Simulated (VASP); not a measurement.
# GaSb (F-43m) in VASP: notebook, part 2 of 2

VASP 6.6.1.

## (3) Relaxation of the atoms, r2SCAN

This run uses another cell than the first one, of 29.42 Å³/atom.

Contents of POSCAR:

```
GaSb
1.0
    0.0000000000      3.0870684900      3.0870684900
    3.0870684900      0.0000000000      3.0870684900
    3.0870684900      3.0870684900      0.0000000000
Ga Sb
1 1
Direct
    0.0000000000      0.0000000000      0.0000000000
    0.2500000000      0.2500000000      0.2500000000
```

Contents of INCAR.step1:

```
ALGO     = Normal         # electronic algorithm
EDIFF    = 1E-4           # SCF threshold, eV
ENCUT    = 520            # plane-wave cutoff, eV
GGA      = PE             # functional
ISMEAR   = -1             # smearing method
LASPH    = True           # aspherical terms in the spheres
LCHARG   = False          # write CHGCAR
LREAL    = False          # projectors in reciprocal space
LWAVE    = True           # write WAVECAR
NELM     = 60             # most SCF steps
PREC     = Accurate       # precision mode
SIGMA    = 0.1            # smearing width, eV
```

Contents of INCAR.step2:

```
ALGO     = Normal         # electronic algorithm
EDIFF    = 1E-6           # SCF threshold, eV
EDIFFG   = -0.01          # ionic threshold
ENCUT    = 520            # plane-wave cutoff, eV
IBRION   = 2              # ionic algorithm
ISIF     = 2              # what is computed and relaxed
ISMEAR   = -1             # smearing method
ISTART   = 1            
LASPH    = True           # aspherical terms in the spheres
LCHARG   = False          # write CHGCAR
LMIXTAU  = True         
LREAL    = False          # projectors in reciprocal space
LWAVE    = False          # write WAVECAR
METAGGA  = R2SCAN         # meta-GGA
NELM     = 60             # most SCF steps
NSW      = 50             # ionic steps
PREC     = Accurate       # precision mode
SIGMA    = 0.1            # smearing width, eV
```

Contents of KPOINTS:

```
k-points
0
Gamma
  10 10 10
```

Potentials or basis: VASP PAW PBE potentials, release 64 (Ga_d, Sb).

Command:

```sh
cat potpaw_PBE.64/Ga_d/POTCAR potpaw_PBE.64/Sb/POTCAR > POTCAR
cp INCAR.step1 INCAR
mpirun -np 1 vasp_std > vasp.out
cp INCAR.step2 INCAR
mpirun -np 1 vasp_std > vasp.out
```

OUTCAR:

```text
EDIFF = 1E-6
   EDIFFG = -0.01
   ENCUT = 520
   IBRION = 2
   ISIF = 2
   ISMEAR = -1
   ISTART = 1
   LASPH = True
   LREAL = False
   METAGGA = R2SCAN
   NELM = 60
   NSW = 50
   PREC = Accurate

 ion  position               nearest neighbor table
   1  0.000  0.000  0.000-   2 2.67   2 2.67   2 2.67   2 2.67
   2  0.250  0.250  0.250-   1 2.67   1 2.67   1 2.67   1 2.67

  LATTYP: Found a face centered cubic cell.
 ALAT       =     6.1741369800

  Lattice vectors:

 A1 = (   0.0000000000,   3.0870684900,   3.0870684900)
 A2 = (   3.0870684900,   0.0000000000,   3.0870684900)
 A3 = (   3.0870684900,   3.0870684900,   0.0000000000)

Analysis of symmetry for initial positions (statically):
=====================================================================
 Subroutine PRICEL returns:
 Original cell was already a primitive cell.

 Routine SETGRP: Setting up the symmetry group for a
 face centered cubic supercell.

 Subroutine GETGRP returns: Found 24 space group operations
 (whereof 24 operations were pure point group operations)
 out of a pool of 48 trial point group operations.

The static configuration has the point symmetry T_d .

Analysis of symmetry for dynamics (positions and initial velocities):
=====================================================================
 Subroutine PRICEL returns:
 Original cell was already a primitive cell.

 Routine SETGRP: Setting up the symmetry group for a
 face centered cubic supercell.

 Subroutine GETGRP returns: Found 24 space group operations
 (whereof 24 operations were pure point group operations)
 out of a pool of 48 trial point group operations.

The dynamic configuration has the point symmetry T_d .

 Subroutine INISYM returns: Found 24 space group operations
 (whereof 24 operations are pure point group operations),
 and found     1 'primitive' translations

----------------------------------------------------------------------------------------

[... 121 lines left out ...]
   LEPSILON=     F    determine dielectric tensor
   LRPA    =     F    only Hartree local field effects (RPA)
 conjugate gradient relaxation of ions
 non-spin polarized calculation
  energy-cutoff  :      520.00
  volume of cell :       58.84
 maximum number of plane-waves:      1598
   NGX = 17   NGY = 17   NGZ = 17

 number of electron      18.0000003 magnetization

 Free energy of the ion-electron system (eV)
  ---------------------------------------------------
  ext. energy  EPLUGINS =         0.00000000
  ---------------------------------------------------
  free energy    TOTEN  =       -37.60195226 eV

  energy without entropy =      -37.60094551  energy(sigma->0) =      -37.60144888

 E-fermi :   4.6472     XC(G=0):  -9.5954

 val. band max:        4.4053322291   @ k =   0.0000   0.0000   0.0000
 cond. band min:       4.6482234390   @ k =   0.0000   0.0000   0.0000
 fundamental gap:      0.2428912099
 Fermi energy:         4.6471649603

 k-point     1 :       0.0000    0.0000    0.0000
  band No.  band energies     occupation
      1     -11.0391      2.00000
      2     -11.0391      2.00000
      3     -11.0390      2.00000
      4     -10.9861      2.00000
      5     -10.9861      2.00000
      6      -7.3319      2.00000
      7       4.4053      1.83648
      8       4.4053      1.83643
      9       4.4053      1.83643
     10       4.6482      0.99471
     11       7.3953      0.00000
     12       7.3954      0.00000
     13       7.3954      0.00000
[... 354 lines left out ...]
  band No.  band energies     occupation
      1     -11.0740      2.00000
      2     -11.0208      2.00000
      3     -11.0203      2.00000
      4     -10.9941      2.00000
      5     -10.9830      2.00000
      6      -5.6915      2.00000
      7      -1.2626      2.00000
      8       1.9054      2.00000
      9       2.2068      2.00000
     10       5.8817      0.00001
     11       6.9781      0.00000
     12      10.9300      0.00000
     13      11.4294      0.00000

 [... further k-points ...]

------------------------ aborting loop because EDIFF is reached ----------------------------------------

  FORCE on cell =-STRESS in cart. coord.  units (eV):
  Direction    XX          YY          ZZ          XY          YZ          ZX
  --------------------------------------------------------------------------------------
  -------------------------------------------------------------------------------------
  Total       -0.3309006     -0.3309006     -0.3309006      0.0000000      0.0000000     -0.0000000
  in kB       -9.0103020     -9.0103020     -9.0103020      0.0000000      0.0000000     -0.0000000
  external PRESSURE =      -9.0103020 kB  Pullay stress =       0.0000000 kB

 VOLUME and BASIS-vectors are now :
 -----------------------------------------------------------------------------
  energy-cutoff  :      520.00
  volume of cell :       58.84
      direct lattice vectors                 reciprocal lattice vectors
     0.000000000  3.087068490  3.087068490    -0.161965956  0.161965956  0.161965956
     3.087068490  0.000000000  3.087068490     0.161965956 -0.161965956  0.161965956
     3.087068490  3.087068490  0.000000000     0.161965956  0.161965956 -0.161965956

 POSITION                                       TOTAL-FORCE (eV/Angst)
 -----------------------------------------------------------------------------------
      0.00000      0.00000      0.00000         0.000000      0.000000      0.000000
      1.54353      1.54353      1.54353        -0.000000     -0.000000     -0.000000
 -----------------------------------------------------------------------------------
    total drift:                               -0.000003     -0.000003     -0.000003

  FREE ENERGIE OF THE ION-ELECTRON SYSTEM (eV)
  ---------------------------------------------------
  free  energy   TOTEN  =       -37.6019522622 eV

  energy  without entropy=      -37.6009455066  energy(sigma->0) =      -37.60144888

 reached required accuracy - stopping structural energy minimisation
```

OUTCAR.step1:

```text
EDIFF = 1E-4
   ENCUT = 520
   GGA = PE
   ISMEAR = -1
   LASPH = True
[... 604 lines left out ...]
      0.00000      0.00000      0.00000         0.000000     -0.000000     -0.000000
      1.54353      1.54353      1.54353        -0.000000      0.000000      0.000000
 -----------------------------------------------------------------------------------
    total drift:                                0.000002      0.000002      0.000002

  FREE ENERGIE OF THE ION-ELECTRON SYSTEM (eV)
  ---------------------------------------------------
  free  energy   TOTEN  =        -7.3687496109 eV

  energy  without entropy=       -7.3664763896  energy(sigma->0) =       -7.36761300
```

OSZICAR.step1:

```text
N       E                     dE             d eps       ncg     rms          rms(c)
DAV:   1     0.785317308054E+02    0.78532E+02   -0.87785E+03  1238   0.170E+03
DAV:   2    -0.153324047499E+01   -0.80065E+02   -0.77593E+02  1315   0.314E+02
DAV:   3    -0.730665176487E+01   -0.57734E+01   -0.57191E+01  1522   0.726E+01
DAV:   4    -0.741593567607E+01   -0.10928E+00   -0.10921E+00  1385   0.110E+01
DAV:   5    -0.741903356877E+01   -0.30979E-02   -0.30978E-02  1593   0.161E+00    0.307E+00
DAV:   6    -0.737882264801E+01    0.40211E-01   -0.71676E-02  1714   0.471E+00    0.184E+00
DAV:   7    -0.736730634945E+01    0.11516E-01   -0.40154E-02  1412   0.187E+00    0.334E-01
DAV:   8    -0.736822808436E+01   -0.92173E-03   -0.46799E-03  1508   0.943E-01    0.703E-02
DAV:   9    -0.736870168074E+01   -0.47360E-03   -0.70807E-04  1345   0.235E-01    0.336E-02
DAV:  10    -0.736874961093E+01   -0.47930E-04   -0.57473E-05  1086   0.564E-02
   1 F= -.73687496E+01 E0= -.73676130E+01  d E =-.227322E-02
```

It took 99 s on 1 thread of Intel Xeon 8259CL, shared host; peak memory 0.21 GiB.

Results:

* Free energy: -37.6020 eV
* Pressure after relaxing: -0.9 GPa
* Band gap on the k mesh: 0.24 eV

Final structure:
```
CELL_PARAMETERS angstrom
0.00000 3.08707 3.08707
3.08707 0.00000 3.08707
3.08707 3.08707 0.00000
ATOMIC_POSITIONS crystal
Ga 0.00000 0.00000 0.00000
Sb 0.25000 0.25000 0.25000
```

Caveat: the relaxation stopped at its first step, so nothing moved; the PAW data sets were made with another functional, which shifts forces and pressure a little; spin-orbit coupling is left out, which moves the levels of the heavy elements.

## (4) Relaxation of the atoms, r2SCAN

This run uses another cell than the first one, of 27.11 Å³/atom.

Contents of POSCAR:

```
GaSb
1.0
    0.0000000000      3.0041537700      3.0041537700
    3.0041537700      0.0000000000      3.0041537700
    3.0041537700      3.0041537700      0.0000000000
Ga Sb
1 1
Direct
    0.0000000000      0.0000000000      0.0000000000
    0.2500000000      0.2500000000      0.2500000000
```

Contents of INCAR.step1:

```
PREC     = Accurate       # precision mode
ENCUT    = 520            # plane-wave cutoff, eV
ISMEAR   = -1             # smearing method
SIGMA    = 0.1            # smearing width, eV
LREAL    = F              # projectors in reciprocal space
LASPH    = T              # aspherical terms in the spheres
NELM     = 100            # most SCF steps
GGA      = PE             # functional
ALGO     = Normal         # electronic algorithm
EDIFF    = 1E-4           # SCF threshold, eV
LWAVE    = T              # write WAVECAR
LCHARG   = F              # write CHGCAR
```

Contents of INCAR.step2:

```
PREC     = Accurate       # precision mode
ENCUT    = 520            # plane-wave cutoff, eV
EDIFF    = 1E-6           # SCF threshold, eV
ISMEAR   = -1             # smearing method
SIGMA    = 0.1            # smearing width, eV
LREAL    = F              # projectors in reciprocal space
LASPH    = T              # aspherical terms in the spheres
NELM     = 100            # most SCF steps
ALGO     = Normal         # electronic algorithm
ISIF     = 2              # what is computed and relaxed
LWAVE    = F              # write WAVECAR
LCHARG   = F              # write CHGCAR
METAGGA  = R2SCAN         # meta-GGA
LMIXTAU  = T            
IBRION   = 2              # ionic algorithm
NSW      = 50             # ionic steps
EDIFFG   = -0.01          # ionic threshold
ISTART   = 1
```

Contents of KPOINTS:

```
regular mesh
0
Gamma
  10 10 10
```

Command:

```sh
cat potpaw_PBE.64/Ga_d/POTCAR potpaw_PBE.64/Sb/POTCAR > POTCAR
cp INCAR.step1 INCAR
mpirun -np 1 vasp_std > vasp.out
cp INCAR.step2 INCAR
mpirun -np 1 vasp_std > vasp.out
```

It took 77 s on 1 thread of Intel Xeon 8259CL, shared host; peak memory 0.2 GiB.

The run converged. Its results:

```yaml
Free_energy: -37.5648 eV
Pressure_after_relaxing: 4.0 GPa
Band_gap_on_the_k_mesh: 0.81 eV (least direct gap 0.87 eV)
```

Final structure:
```
CELL_PARAMETERS angstrom
0.00000 3.00415 3.00415
3.00415 0.00000 3.00415
3.00415 3.00415 0.00000
ATOMIC_POSITIONS crystal
Ga 0.00000 0.00000 0.00000
Sb 0.25000 0.25000 0.25000
```

Levels at points of the mesh, in eV from the valence-band top:
```tsv
k point	band 7	band 8	band 9	band 10	band 11	band 12
(0.00, 0.00, 0.00)	0.00	0.00	0.00	0.87	2.96	2.96
(0.50, 0.00, 0.00)	-6.88	-1.31	-1.31	0.81	4.00	4.00
(0.50, 0.50, 0.00)	-7.32	-2.90	-2.90	1.05	1.37	9.64
```

Caveat: the relaxation stopped at its first step, so nothing moved; the PAW data sets were made with another functional, which shifts forces and pressure a little; spin-orbit coupling is left out, which moves the levels of the heavy elements.

## (5) Relaxation of the atoms, r2SCAN

This run uses another cell than the first one, of 27.69 Å³/atom.

Contents of POSCAR:

```
GaSb
1.0
    0.0000000000      3.0253104800      3.0253104800
    3.0253104800      0.0000000000      3.0253104800
    3.0253104800      3.0253104800      0.0000000000
Ga Sb
1 1
Direct
    0.0000000000      0.0000000000      0.0000000000
    0.2500000000      0.2500000000      0.2500000000
```

Contents of INCAR.step1:

```
SYSTEM = GaSb
PREC = Accurate
ENCUT = 520
ISMEAR = -1
SIGMA = 0.1
LREAL = .FALSE.
LASPH = .TRUE.
NELM = 60
GGA = PE
ALGO = Normal
EDIFF = 1E-4
LWAVE = .TRUE.
LCHARG = .FALSE.
```

Contents of INCAR.step2:

```
SYSTEM = GaSb
PREC = Accurate
ENCUT = 520
EDIFF = 1E-6
ISMEAR = -1
SIGMA = 0.1
LREAL = .FALSE.
LASPH = .TRUE.
NELM = 60
ALGO = Normal
ISIF = 2
LWAVE = .FALSE.
LCHARG = .FALSE.
METAGGA = R2SCAN
LMIXTAU = .TRUE.
IBRION = 2
NSW = 50
EDIFFG = -0.01
ISTART = 1
```

Contents of KPOINTS:

```
Automatic mesh
0
G
  10 10 10
  0 0 0
```

Command:

```sh
cat potpaw_PBE.64/Ga_d/POTCAR potpaw_PBE.64/Sb/POTCAR > POTCAR
cp INCAR.step1 INCAR
mpirun -np 1 vasp_std > vasp.out
cp INCAR.step2 INCAR
mpirun -np 1 vasp_std > vasp.out
```

Run time: 96 s. Hardware: 1 thread of Intel Xeon 8259CL, shared host; peak memory 0.21 GiB.

Results (log left out):

| Item | Value |
| --- | --- |
| Free energy | -37.5876 eV |
| Pressure after relaxing | 2.5 GPa |
| Band gap on the k mesh | 0.71 eV |

Final structure:
```
Ga Sb
1.0
     0.00000    3.02531    3.02531
     3.02531    0.00000    3.02531
     3.02531    3.02531    0.00000
Ga Sb
1 1
Direct
  0.00000 0.00000 0.00000
  0.25000 0.25000 0.25000
```

Levels at points of the mesh, in eV from the valence-band top:
```tsv
k point	band 6	band 7	band 8	band 9	band 10	band 11	band 12	band 13
(0.00, 0.00, 0.00)	-12.18	0.00	0.00	0.00	0.71	2.97	2.97	2.97
(0.50, 0.00, 0.00)	-10.37	-6.76	-1.27	-1.27	0.76	4.01	4.01	6.91
(0.50, 0.50, 0.00)	-9.43	-7.21	-2.82	-2.82	1.08	1.42	9.49	9.49
```

Caveat: the relaxation stopped at its first step, so nothing moved; the PAW data sets were made with another functional, which shifts forces and pressure a little; spin-orbit coupling is left out, which moves the levels of the heavy elements.

## (6) Overview

```tsv
cell	gap on the mesh (eV)	pressure (GPa)
atoms relaxed from a = 4.394 Å, angles 60.0°, 2 atoms	-	-1.8
atoms relaxed from a = 4.366 Å, angles 60.0°, 2 atoms	0.24	-0.9
atoms relaxed from a = 4.249 Å, angles 60.0°, 2 atoms	0.81	4.0
atoms relaxed from a = 4.278 Å, angles 60.0°, 2 atoms	0.71	2.5
```

Alike in all rows: task relaxation of the atoms; level r2SCAN; potentials or basis VASP PAW PBE potentials, release 64 (Ga_d, Sb); no spin polarisation; k mesh 10 × 10 × 10; cutoff (eV) 520; smearing fermi-dirac 0.1 eV.

Caveats: the relaxation stopped at its first step, so nothing moved; the PAW data sets were made with another functional, which shifts forces and pressure a little; spin-orbit coupling is left out, which moves the levels of the heavy elements.

Absolute energies hang on the potentials; compare differences alone.

## (7) How close it comes

Step 3. Against the measured gap of GaSb, 0.811 eV (direct; 4.2 K; a printed reference work, data compilation), the calculated 0.24 eV is off by -0.57 eV. Spin-orbit coupling on Ga, Sb is left out. The value is that of r2SCAN on a finite k mesh, which can miss the band edges, without temperature or zero-point motion.
